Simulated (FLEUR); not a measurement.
# Sn (Immm) in FLEUR: a series of runs, part 2 of 2

FLEUR MaX-R8.1 (later development tree). The steps go on from the part before.

### 3 Equation of state, SCAN, 26.95 Å³/atom (volume scaled by 0.94)

File inp.xml:

```xml
<?xml version="1.0" encoding="UTF-8" standalone="no"?>
<fleurInput fleurInputVersion="0.39">
   <comment>
      Sn                                                                                                  
   </comment>
   <calculationSetup>
      <cutoffs Kmax="4.1" Gmax="12.7" GmaxXC="12.7" numbands="0"/>
      <scfLoop itmax="80" minDistance="0.0001" maxIterBroyd="30" imix="Anderson" alpha="0.05" precondParam="0.0" spinf="2.0" sdNocoIR="T"/>
      <coreElectrons ctail="F" frcor="F" kcrel="0" coretail_lmax="0"/>
      <xcFunctional name="LibXC" relativisticCorrections="F">
         <LibXCName exchange="mgga_x_scan" correlation="mgga_c_scan"/>
         <AuxGGA exchange="117" correlation="130"/>
      </xcFunctional>
      <magnetism jspins="1"/>
      <soc l_soc="F" theta="0.0" phi="0.0" spav="F"/>
      <expertModes spex="0" secvar="F"/>
      <geometryOptimization l_f="F" forcealpha="1.0" forcemix="BFGS" epsdisp="0.00001" epsforce="0.00001"/>
      <ldaU l_linMix="F" mixParam="0.05" spinf="1.0"/>
   </calculationSetup>
   <cell>
      <bzIntegration valenceElectrons="22.0" mode="hist" fermiSmearingEnergy="0.00183747">
         <kPointListSelection listName="default-1"/>
         <!-- k-points included here -->
         <xi:include xmlns:xi="http://www.w3.org/2001/XInclude" href="kpts.xml"> </xi:include>
      </bzIntegration>
      <!-- symmetry operations included here -->
      <xi:include xmlns:xi="http://www.w3.org/2001/XInclude" href="sym.xml"> </xi:include>
      <bulkLattice scale="0.9795861087">
         <bravaisMatrix>
            <row-1>   -3.2626858534407592     3.3552975513551559     4.4188259656494129</row-1>
            <row-2>    3.2626858534407592    -3.3552975513551559     4.4188259656494129</row-2>
            <row-3>    3.2626858534407592     3.3552975513551559    -4.4188259656494129</row-3>
         </bravaisMatrix>
      </bulkLattice>
   </cell>
   <atomSpecies>
      <species name="Tin (Sn)" element="Sn" atomicNumber="50">
         <mtSphere radius="2.66" gridPoints="879" logIncrement="0.015"/>
         <atomicCutoffs lmax="10" lnonsphr="10"/>
         <electronConfig flipSpins="F">
            <coreConfig>(1s1/2) (2s1/2) (2p1/2) (2p3/2) (3s1/2) (3p1/2) (3p3/2) (3d3/2) (3d5/2)</coreConfig>
            <valenceConfig>(4s1/2) (4p1/2) (4p3/2) (5s1/2) (4d3/2) (4d5/2) (5p1/2) (5p3/2)</valenceConfig>
            <stateOccupation state="(5p1/2)" spinUp="0.333333" spinDown="0.333333"/>
            <stateOccupation state="(5p3/2)" spinUp="0.666667" spinDown="0.666667"/>
         </electronConfig>
         <energyParameters s="5" p="5" d="4" f="4"/>
         <lo type="SCLO" l="0" n="4" eDeriv="0"/>
         <lo type="SCLO" l="1" n="4" eDeriv="0"/>
         <lo type="SCLO" l="1" n="4" eDeriv="1"/>
         <lo type="SCLO" l="2" n="4" eDeriv="2"/>
         <lo type="SCLO" l="3" n="4" eDeriv="2"/>
      </species>
   </atomSpecies>
   <atomGroups>
      <atomGroup species="Tin (Sn)">
         <relPos label="                   1">.0000000000 .0000000000 .0000000000</relPos>
         <force calculate="T" relaxXYZ="TTT"/>
      </atomGroup>
   </atomGroups>
   <output dos="F" band="F" slice="F">
      <checks vchk="F" cdinf="F"/>
      <bandDOS minEnergy="-.5*Htr" maxEnergy="0.5*Htr" sigma="0.015" storeEVData="T"/>
      <vacuumDOS vacdos="F" integ="F" star="F" nstars="0" locx1="0.0" locy1="0.0" locx2="0.0" locy2="0.0" nstm="0" tworkf="0.0"/>
      <unfoldingBand unfoldBand="F" supercellX="1" supercellY="1" supercellZ="1"/>
      <plotting iplot="0" polar="F">
         <plot TwoD="T" vec1="  1.0  0.0  0.0" vec2="  0.0  1.0  0.0" vec3="  0.0  0.0  1.0" zero="  0.0  0.0  0.0" file="plot"/>
      </plotting>
      <chargeDensitySlicing numkpt="0" minEigenval="0.0" maxEigenval="0.0" nnne="0" pallst="F"/>
      <specialOutput eonly="F"/>
      <moessbauerParams electricFieldGradient="T" isomerShift="T" coreHyperfine="T" valenceHyperfine="T"/>
      <magneticCircularDichroism mcd="F" energyLo="-10.0" energyUp="0.0"/>
   </output>
  <!-- We include the file relax.xml here to enable relaxations (see documentation) -->
  <xi:include xmlns:xi="http://www.w3.org/2001/XInclude" href="relax.xml"> <xi:fallback/> </xi:include>
</fleurInput>
```

Potentials or basis: all-electron, FLAPW.

On the command line:

```sh
> inpgen -f crystal.txt -profile fastHighL
> # inp.xml edited to the form shown
> fleur_MPI
```

The log of the run:

```text
Welcome to FLEUR        (www.flapw.de)
      MaX-Release 8.1          (www.max-centre.eu)
 func_ids         267         263         267         263
 MetaGGA potential functional detected - V_tau will be computed
 Auxiliary Potential for radial basis: exchange=         117  correlation=         130
The functional 'SCAN exchange of Sun, Ruzsinszky, and Perdew' is an exchange functional, it belongs to the 'MGGA' family and is defined in the reference(s):
[1] J. Sun, A. Ruzsinszky, and J. P. Perdew.,  Phys. Rev. Lett. 115, 036402 (2015)
The functional 'SCAN correlation of Sun, Ruzsinszky, and Perdew' is a correlation functional, it belongs to the 'MGGA' family and is defined in the reference(s):
[1] J. Sun, A. Ruzsinszky, and J. P. Perdew.,  Phys. Rev. Lett. 115, 036402 (2015)
 Using same functional for VXC and EXC

 ========== k-point set info ==========
 Selected k-point list: default-1
 k-point list type: mesh
[... 33 lines left out ...]
[1] J. P. Perdew, K. Burke, and M. Ernzerhof.,  Phys. Rev. Lett. 77, 3865 (1996)
[2] J. P. Perdew, K. Burke, and M. Ernzerhof.,  Phys. Rev. Lett. 78, 1396 (1997)
 Using same functional for VXC and EXC
 Iteration:     3   Distance:      22.69504471 me/bohr^3
The functional 'Hammer, Hansen, and Norskov' is an exchange functional, it belongs to the 'GGA' family and is defined in the reference(s):
[1] B. Hammer, L. B. Hansen, and J. K. Nørskov.,  Phys. Rev. B 59, 7413 (1999)
[... 54 lines left out ...]
The functional 'Hammer, Hansen, and Norskov' is an exchange functional, it belongs to the 'GGA' family and is defined in the reference(s):
[1] B. Hammer, L. B. Hansen, and J. K. Nørskov.,  Phys. Rev. B 59, 7413 (1999)
The functional 'Perdew, Burke & Ernzerhof' is a correlation functional, it belongs to the 'GGA' family and is defined in the reference(s):
[1] J. P. Perdew, K. Burke, and M. Ernzerhof.,  Phys. Rev. Lett. 77, 3865 (1996)
[2] J. P. Perdew, K. Burke, and M. Ernzerhof.,  Phys. Rev. Lett. 78, 1396 (1997)
 Using same functional for VXC and EXC
 Iteration:    12   Distance:       0.00024580 me/bohr^3
The functional 'Hammer, Hansen, and Norskov' is an exchange functional, it belongs to the 'GGA' family and is defined in the reference(s):
[1] B. Hammer, L. B. Hansen, and J. K. Nørskov.,  Phys. Rev. B 59, 7413 (1999)
The functional 'Perdew, Burke & Ernzerhof' is a correlation functional, it belongs to the 'GGA' family and is defined in the reference(s):
[1] J. P. Perdew, K. Burke, and M. Ernzerhof.,  Phys. Rev. Lett. 77, 3865 (1996)
[2] J. P. Perdew, K. Burke, and M. Ernzerhof.,  Phys. Rev. Lett. 78, 1396 (1997)
 Using same functional for VXC and EXC
 Iteration:    13   Distance:       0.00008979 me/bohr^3

 ********************************************************************
 Run finished successfully
 Stop message:
   all done
 ********************************************************************
```

It took 51 s on 1 thread of Intel Xeon 6975P-C (Granite Rapids), shared host; peak memory 0.1 GiB.

What came out:

* Free energy: -168155.4984 eV
* Band gap on the k mesh: none (metal or under the smearing width)
* Valence electrons inside the program's atomic spheres: Sn 20.20 (radii Sn 2.66 bohr)

Caveat: the meta-GGA is that of a development version, with a GGA for the radial functions and cores and without core tails.

### 4 Equation of state, SCAN, 27.53 Å³/atom (volume scaled by 0.96)

inp.xml, as its differences from that of step 3:

```diff
@@ -27,3 +27,3 @@
       <xi:include xmlns:xi="http://www.w3.org/2001/XInclude" href="sym.xml"> </xi:include>
-      <bulkLattice scale="0.9795861087">
+      <bulkLattice scale="0.9864848297">
          <bravaisMatrix>
```

On the command line:

```sh
> inpgen -f crystal.txt -profile fastHighL
> # inp.xml edited to the form shown
> fleur_MPI
```

Run time: 53 s. Hardware: 1 thread of Intel Xeon 6975P-C (Granite Rapids), shared host; peak memory 0.1 GiB.

Results (log left out):

```yaml
Free_energy: -168155.4993 eV
Band_gap_on_the_k_mesh: none (metal or under the smearing width)
Valence_electrons_inside_the_program's_atomic_spheres: Sn 20.19 (radii Sn 2.66 bohr)
```

Caveat: the meta-GGA is that of a development version, with a GGA for the radial functions and cores and without core tails.

### 5 Equation of state, SCAN, 28.67 Å³/atom

inp.xml, as its differences from that of step 4:

```diff
@@ -27,3 +27,3 @@
       <xi:include xmlns:xi="http://www.w3.org/2001/XInclude" href="sym.xml"> </xi:include>
-      <bulkLattice scale="0.9864848297">
+      <bulkLattice scale="1.0000000000">
          <bravaisMatrix>
```

On the command line:

```sh
> inpgen -f crystal.txt -profile fastHighL
> # inp.xml edited to the form shown
> fleur_MPI
```

Wall time 60 s (1 thread of Intel Xeon 6975P-C (Granite Rapids), shared host); peak memory 0.09 GiB.

Results (log left out):

```yaml
Free_energy: -168155.4903 eV
Band_gap_on_the_k_mesh: none (metal or under the smearing width)
Valence_electrons_inside_the_program's_atomic_spheres: Sn 20.16 (radii Sn 2.66 bohr)
```

Caveat: the meta-GGA is that of a development version, with a GGA for the radial functions and cores and without core tails.

### 6 Equation of state, SCAN, 29.82 Å³/atom (volume scaled by 1.04)

inp.xml, as its differences from that of step 5:

```diff
@@ -27,3 +27,3 @@
       <xi:include xmlns:xi="http://www.w3.org/2001/XInclude" href="sym.xml"> </xi:include>
-      <bulkLattice scale="1.0000000000">
+      <bulkLattice scale="1.0131594038">
          <bravaisMatrix>
```

Potentials or basis: all-electron, FLAPW.

On the command line:

```sh
> inpgen -f crystal.txt -profile fastHighL
> # inp.xml edited to the form shown
> fleur_MPI
```

Wall time 63 s (1 thread of Intel Xeon 6975P-C (Granite Rapids), shared host); peak memory 0.1 GiB.

The run converged. Its results:

```
Free energy                                           : -168155.4695 eV
Band gap on the k mesh                                : none (metal or under the smearing width)
Valence electrons inside the program's atomic spheres : Sn 20.13 (radii Sn 2.66 bohr)
```

Caveat: the meta-GGA is that of a development version, with a GGA for the radial functions and cores and without core tails.

### 7 Equation of state, SCAN, 30.39 Å³/atom (volume scaled by 1.06)

inp.xml, as its differences from that of step 6:

```diff
@@ -27,3 +27,3 @@
       <xi:include xmlns:xi="http://www.w3.org/2001/XInclude" href="sym.xml"> </xi:include>
-      <bulkLattice scale="1.0131594038">
+      <bulkLattice scale="1.0196128224">
          <bravaisMatrix>
```

On the command line:

```sh
> inpgen -f crystal.txt -profile fastHighL
> # inp.xml edited to the form shown
> fleur_MPI
```

Run time: 67 s. Hardware: 1 thread of Intel Xeon 6975P-C (Granite Rapids), shared host; peak memory 0.1 GiB.

It converged, with:

| Item | Value |
| --- | --- |
| Free energy | -168155.4555 eV |
| Band gap on the k mesh | none (metal or under the smearing width) |
| Valence electrons inside the program's atomic spheres | Sn 20.12 (radii Sn 2.66 bohr) |

Caveat: the meta-GGA is that of a development version, with a GGA for the radial functions and cores and without core tails.

### 8 Equation of state, SCAN

This step only gathers the single runs of the series.

Results:

```yaml
Equilibrium_volume: 27.36 Å³/atom
Bulk_modulus_at_fixed_shape_and_positions: 51 GPa
```

Energy against volume, from the lowest point:
```
volume (Å³/atom)  energy (meV/atom)
          26.953               0.86
          27.526               0.00
          28.673               9.01
          29.820              29.81
          30.394              43.81
```

Caveat: the meta-GGA is that of a development version, with a GGA for the radial functions and cores and without core tails; the cell was scaled at fixed shape and fractional positions, which overstates the stiffness of a crystal with free parameters, most of all of layers and chains.
